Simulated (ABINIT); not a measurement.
# MgS (Niningerite) (Fm-3m) in ABINIT: settings compared

One crystal, MgS (Niningerite), is run at these levels: LDA, PBE, PBEsol; tasks: single point.

Program: ABINIT 10.8.3 (patched build). These are calculated values, not measurements. Logs are shortened: lines on timing, memory, paths and dates and some standing lists are left out, and cuts for length are marked. The log counts tension as positive stress, the text compression.

## 1. The structure

The structure is cubic, space group Fm-3m (No. 225). The conventional cell has a = 5.203 Å, b = 5.203 Å, c = 5.203 Å, α = 90.00°, β = 90.00°, γ = 90.00°. Around S (site symmetry m-3m) lie 6 Mg at 2.60 Å. Mg (site symmetry m-3m) is surrounded by 6 S at 2.60 Å.

## 2. Single point, LDA

run.abi

```
# Pseudopotentials
pp_dirpath "./"
pseudos "S.upf, Mg.upf"

# Structure
acell 3*1.0
rprim
     0.0000000000     4.9164059721     4.9164059721
     4.9164059721     0.0000000000     4.9164059721
     4.9164059721     4.9164059721     0.0000000000
ntypat 2
znucl 16 12
natom 2
typat 1 2
xred
     0.5000000000     0.5000000000     0.5000000000
     0.0000000000     0.0000000000     0.0000000000

# Plane-wave basis
ecut 40.0

# k points
kptopt 1
ngkpt 7 7 7
nshiftk 1
shiftk 0.0 0.0 0.0

# Exchange and correlation
ixc 7

# Bands and occupations
nband 12
occopt 3
tsmear 0.05 eV

# SCF cycle
nstep 100
tolvrs 1.0e-10

# Output
iomode 3
prtwf 0
prtden 0
prteig 0
prtebands 0
```

Potentials or basis: PseudoDojo NC SR LDA v0.4.1 standard.

Started as:

```bash
$ abinit run.abi > log 2>&1
```

run.abo:

```text
.Version 10.8.3 of ABINIT
 Symmetries : space group Fm -3 m (#225); Bravais cF (face-center cubic)
================================================================================
 Values of the parameters that define the memory need of the present run
     intxc =       0    ionmov =       0      iscf =       7    lmnmax =       6
     lnmax =       6     mgfft =      40  mpssoang =       3    mqgrid =    3001
     natom =       2  nloc_mem =       1    nspden =       1   nspinor =       1
    nsppol =       1      nsym =      48    n1xccc =    2501    ntypat =       2
    occopt =       3   xclevel =       1
       mpw =        2883          nfft =       64000          nkpt =          20
================================================================================
================================================================================

--------------------------------------------------------------------------------
------------- Echo of variables that govern the present computation ------------
--------------------------------------------------------------------------------
 -outvars: echo values of preprocessed input variables --------
            acell      1.0000000000E+00  1.0000000000E+00  1.0000000000E+00 Bohr
              amu      3.20660000E+01  2.43050000E+01
             ecut      4.00000000E+01 Hartree
              ixc           7
         kptrlatt        7    0    0      0    7    0      0    0    7
          kptrlen      4.86699360E+01
            natom           2
            nband          12
            ngfft          40      40      40
             nkpt          20
            nstep         100
             nsym          48
           ntypat           2
           occopt           3
           prtden           0
        prtebands           0
           prteig           0
            prtwf           0
            rprim      0.0000000000E+00  4.9164059721E+00  4.9164059721E+00
                       4.9164059721E+00  0.0000000000E+00  4.9164059721E+00
                       4.9164059721E+00  4.9164059721E+00  0.0000000000E+00
          spgroup         225
           tolvrs      1.00000000E-10
           tsmear      1.83746611E-03 Hartree
            typat      1  2
           xangst      2.6016499982E+00  2.6016499982E+00  2.6016499982E+00
                       0.0000000000E+00  0.0000000000E+00  0.0000000000E+00
            xcart      4.9164059721E+00  4.9164059721E+00  4.9164059721E+00
                       0.0000000000E+00  0.0000000000E+00  0.0000000000E+00
             xred      5.0000000000E-01  5.0000000000E-01  5.0000000000E-01
                       0.0000000000E+00  0.0000000000E+00  0.0000000000E+00
            znucl       16.00000   12.00000

================================================================================

 chkinp: Checking input parameters for consistency.

================================================================================
[... 94 lines left out ...]
    2        2.00000          8.27478731
================================================================================

 ----iterations are completed or convergence reached----

 Mean square residual over all n,k,spin=   59.418E-09; max=  13.758E-06
 reduced coordinates (array xred) for    2 atoms
       0.500000000000      0.500000000000      0.500000000000
       0.000000000000      0.000000000000      0.000000000000
 rms dE/dt=  0.0000E+00; max dE/dt=  0.0000E+00; dE/dt below (all hartree)
    1       0.000000000000      0.000000000000      0.000000000000
    2       0.000000000000      0.000000000000      0.000000000000

 cartesian coordinates (angstrom) at end:
    1      2.60164999821774     2.60164999821774     2.60164999821774
    2      0.00000000000000     0.00000000000000     0.00000000000000

 cartesian forces (hartree/bohr) at end:
    1     -0.00000000000000    -0.00000000000000    -0.00000000000000
    2     -0.00000000000000    -0.00000000000000    -0.00000000000000
 frms,max,avg= 0.0000000E+00 0.0000000E+00   0.000E+00  0.000E+00  0.000E+00 h/b

 cartesian forces (eV/Angstrom) at end:
    1     -0.00000000000000    -0.00000000000000    -0.00000000000000
    2     -0.00000000000000    -0.00000000000000    -0.00000000000000
 frms,max,avg= 0.0000000E+00 0.0000000E+00   0.000E+00  0.000E+00  0.000E+00 e/A
 length scales=  1.000000000000  1.000000000000  1.000000000000 bohr
              =  0.529177210544  0.529177210544  0.529177210544 angstroms
 Fermi (or HOMO) energy (hartree) =   0.20236   Average Vxc (hartree)=  -0.37594
 Eigenvalues (hartree) for nkpt=  20  k points:
 kpt#   1, nband= 12, wtk=  0.00292, kpt=  0.0000  0.0000  0.0000 (reduced coord)
  -2.57016   -1.37254   -1.37254   -1.37254   -0.31340    0.15148    0.15148    0.15148
   0.27928    0.43938    0.43938    0.43938
      occupation numbers for kpt#   1
   2.00000    2.00000    2.00000    2.00000    2.00000    2.00000    2.00000    2.00000
   0.00000    0.00000    0.00000    0.00000
 prteigrs : prtvol=0 or 1, do not print more k-points.

--- !EnergyTerms
iteration_state     : {dtset: 1, }
comment             : Components of total free energy in Hartree
kinetic             :  3.77250895706355E+01
hartree             :  2.21237342246449E+01
xc                  : -1.09193509942527E+01
Ewald energy        : -3.83567382627565E+01
psp_core            :  1.20381659794827E+00
local_psp           : -6.55934706348857E+01
non_local_psp       : -1.66319819653661E+01
internal            : -7.04489014640323E+01
'-kT*entropy'       : -8.49712319553349E-16
total_energy        : -7.04489014640323E+01
total_energy_eV     : -1.91701226834284E+03
band_energy         : -1.34833427173761E+01
...

 Cartesian components of stress tensor (hartree/bohr^3)
  sigma(1 1)=  1.11940363E-04  sigma(3 2)=  0.00000000E+00
  sigma(2 2)=  1.11940363E-04  sigma(3 1)=  0.00000000E+00
  sigma(3 3)=  1.11940363E-04  sigma(2 1)=  0.00000000E+00

-Cartesian components of stress tensor (GPa)         [Pressure= -3.2934E+00 GPa]
- sigma(1 1)=  3.29339919E+00  sigma(3 2)=  0.00000000E+00
- sigma(2 2)=  3.29339919E+00  sigma(3 1)=  0.00000000E+00
- sigma(3 3)=  3.29339919E+00  sigma(2 1)=  0.00000000E+00

== END DATASET(S) ==============================================================
================================================================================

 -outvars: echo values of variables after computation  --------
            acell      1.0000000000E+00  1.0000000000E+00  1.0000000000E+00 Bohr
           etotal     -7.0448901464E+01
            fcart     -0.0000000000E+00 -0.0000000000E+00 -0.0000000000E+00
                      -0.0000000000E+00 -0.0000000000E+00 -0.0000000000E+00
            rprim      0.0000000000E+00  4.9164059721E+00  4.9164059721E+00
                       4.9164059721E+00  0.0000000000E+00  4.9164059721E+00
                       4.9164059721E+00  4.9164059721E+00  0.0000000000E+00
           strten      1.1194036336E-04  1.1194036336E-04  1.1194036336E-04
                       0.0000000000E+00  0.0000000000E+00  0.0000000000E+00
           xangst      2.6016499982E+00  2.6016499982E+00  2.6016499982E+00
                       0.0000000000E+00  0.0000000000E+00  0.0000000000E+00
             xred      5.0000000000E-01  5.0000000000E-01  5.0000000000E-01
                       0.0000000000E+00  0.0000000000E+00  0.0000000000E+00
 Calculation completed.
```

Run time: 16 s. Hardware: 1 thread of Intel Xeon Platinum 8488C (Sapphire Rapids), shared host; peak memory 0.07 GiB.

What came out:

```
Free energy                                           : -1917.0123 eV
Pressure                                              : -3.3 GPa
Band gap on the k mesh                                : 2.78 eV, indirect (least direct gap 3.48 eV)
Valence electrons inside the program's atomic spheres : S 3.95; Mg 8.27
```

Caveat: an odd mesh through Γ misses points on the zone boundary, where band edges often lie.

## 3. Single point, PBE

Changes to run.abi since step 2:

```diff
@@ -1,2 +1 @@
-# Pseudopotentials
 pp_dirpath "./"
@@ -4,3 +3,2 @@
 
-# Structure
 acell 3*1.0
@@ -18,6 +16,4 @@
 
-# Plane-wave basis
 ecut 40.0
 
-# k points
 kptopt 1
@@ -27,11 +23,8 @@
 
-# Exchange and correlation
-ixc 7
+ixc 11
 
-# Bands and occupations
 nband 12
 occopt 3
-tsmear 0.05 eV
+tsmear 0.00183747
 
-# SCF cycle
 nstep 100
@@ -39,3 +32,2 @@
 
-# Output
 iomode 3
```

Potentials or basis: PseudoDojo NC SR PBE v0.4.1 standard.

Started as:

```bash
$ abinit run.abi > log 2>&1
```

Run time: 24 s. Hardware: 1 thread of AMD EPYC 7R43 (Zen 3), shared host; peak memory 0.07 GiB.

It converged, with:

```
Free energy                                           : -1919.4485 eV
Pressure                                              : 1.1 GPa
Band gap on the k mesh                                : 3.00 eV, indirect (least direct gap 3.71 eV)
Valence electrons inside the program's atomic spheres : S 3.97; Mg 8.26
```

Levels at points of the mesh, in eV from the valence-band top:
```tsv
k point	band 6	band 7	band 8	band 9	band 10	band 11
(0.00, 0.00, 0.00)	0.00	0.00	0.00	3.71	7.95	7.95
```

Caveat: an odd mesh through Γ misses points on the zone boundary, where band edges often lie.

## 4. Single point, PBEsol

run.abi

```
# Pseudopotentials
pp_dirpath "./"
pseudos "S.GGA_PBE-JTH.xml, Mg.GGA_PBE-JTH.xml"

# Structure
acell 6.9528480039 6.9528480039 6.9528480039
rprim
     0.0000000000     0.7071067812     0.7071067812
     0.7071067812     0.0000000000     0.7071067812
     0.7071067812     0.7071067812     0.0000000000
ntypat 2
znucl 16 12
natom 2
typat 1 2
xred
     0.5000000000     0.5000000000     0.5000000000
     0.0000000000     0.0000000000     0.0000000000

# Plane-wave basis
ecut 408.170794 eV
pawecutdg 30.0
pawxcdev 0

# k points
kptopt 1
ngkpt 7 7 7
nshiftk 1
shiftk 0.0 0.0 0.0

# Exchange and correlation
ixc -116133

# Bands and occupations
nband 12
occopt 3
tsmear 0.05 eV

# SCF cycle
nstep 100
tolvrs 1.0e-9

# Output
iomode 3
prtwf 0
prtden 0
prteig 0
prtebands 0
enunit 2
```

Potentials or basis: JTH PAW PBE v2.0.

Started as:

```bash
$ abinit run.abi > log 2>&1
```

run.abo:

```text
.Version 10.8.3 of ABINIT
 Symmetries : space group Fm -3 m (#225); Bravais cF (face-center cubic)
================================================================================
 Values of the parameters that define the memory need of the present run
     intxc =       0    ionmov =       0      iscf =      17    lmnmax =       8
     lnmax =       4     mgfft =      27  mpssoang =       2    mqgrid =    3001
     natom =       2  nloc_mem =       2    nspden =       1   nspinor =       1
    nsppol =       1      nsym =      48    n1xccc =       1    ntypat =       2
    occopt =       3   xclevel =       2
       mpw =         671          nfft =       19683          nkpt =          20
 PAW method is used; the additional fine FFT grid is defined by:
   mgfftf=        36    nfftf =     46656
================================================================================
================================================================================

--------------------------------------------------------------------------------
[... 245 lines left out ...]
- sigma(2 2)=  1.47132873E+00  sigma(3 1)=  0.00000000E+00
- sigma(3 3)=  1.47132873E+00  sigma(2 1)=  0.00000000E+00

== END DATASET(S) ==============================================================
================================================================================

 -outvars: echo values of variables after computation  --------
            acell      6.9528480039E+00  6.9528480039E+00  6.9528480039E+00 Bohr
           etotal     -7.3850294219E+01
            fcart     -0.0000000000E+00 -0.0000000000E+00 -0.0000000000E+00
                      -0.0000000000E+00 -0.0000000000E+00 -0.0000000000E+00
            rprim      0.0000000000E+00  7.0710678120E-01  7.0710678120E-01
                       7.0710678120E-01  0.0000000000E+00  7.0710678120E-01
                       7.0710678120E-01  7.0710678120E-01  0.0000000000E+00
           strten      5.0009447179E-05  5.0009447179E-05  5.0009447179E-05
                       0.0000000000E+00  0.0000000000E+00  0.0000000000E+00
           xangst      2.6016499983E+00  2.6016499983E+00  2.6016499983E+00
                       0.0000000000E+00  0.0000000000E+00  0.0000000000E+00
             xred      5.0000000000E-01  5.0000000000E-01  5.0000000000E-01
                       0.0000000000E+00  0.0000000000E+00  0.0000000000E+00
 Calculation completed.
```

It took 11 s on 1 thread of Intel Xeon Platinum 8488C (Sapphire Rapids), shared host; peak memory 0.08 GiB.

Results:

| Item | Value |
| --- | --- |
| Free energy | -2009.5689 eV |
| Band gap on the k mesh | 2.92 eV, indirect (least direct gap 3.59 eV) |
| Valence electrons inside the program's atomic spheres | S 3.64; Mg 8.18 |

Caveat: the cutoff is too short for stress, so the log's stress isn't used; the PAW data sets were made with another functional, which shifts forces and pressure a little; an odd mesh through Γ misses points on the zone boundary, where band edges often lie.

## 5. Single point, PBE

run.abi

```
# Pseudopotentials
pp_dirpath "./"
pseudos "S.upf, Mg.upf"

# Structure
acell 3.6792887145 3.6792887145 3.6792887145 Angstrom
rprim
     0.0000000000     0.7071067812     0.7071067812
     0.7071067812     0.0000000000     0.7071067812
     0.7071067812     0.7071067812     0.0000000000
ntypat 2
znucl 16 12
natom 2
typat 1 2
xcart
     2.6016500000     2.6016500000     2.6016500000
     0.0000000000     0.0000000000     0.0000000000 Angstrom

# Plane-wave basis
ecut 1088.455450 eV

# k points
kptopt 1
ngkpt 7 7 7
nshiftk 1
shiftk 0.0 0.0 0.0

# Exchange and correlation
ixc 11

# Bands and occupations
nband 12
occopt 3
tsmear 0.05 eV

# SCF cycle
nstep 100
tolvrs 1.0e-10

# Output
iomode 3
prtwf 0
prteig 0
prtebands 0
prtden 1
prtvha 1
prtvclmb 1
prtpot 1
prtelf 1
```

Potentials or basis: PseudoDojo NC SR PBE v0.4.1 standard.

Started as:

```bash
$ abinit run.abi > log 2>&1
```

Wall time 20 s (1 thread of Arm Neoverse V1, shared host); peak memory 0.08 GiB.

It converged, with:

```
Free energy                                           : -1919.4485 eV
Pressure                                              : 1.1 GPa
Band gap on the k mesh                                : 3.00 eV, indirect (least direct gap 3.71 eV)
Valence electrons inside the program's atomic spheres : S 3.97; Mg 8.26
```

Levels at points of the mesh, in eV from the valence-band top:
```tsv
k point	band 4	band 5	band 6	band 7	band 8	band 9	band 10	band 11	band 12
(0.00, 0.00, 0.00)	-41.53	-12.66	0.00	0.00	0.00	3.71	7.95	7.95	7.95
```

Caveat: an odd mesh through Γ misses points on the zone boundary, where band edges often lie.

(Part 1 of 2 ends here.)
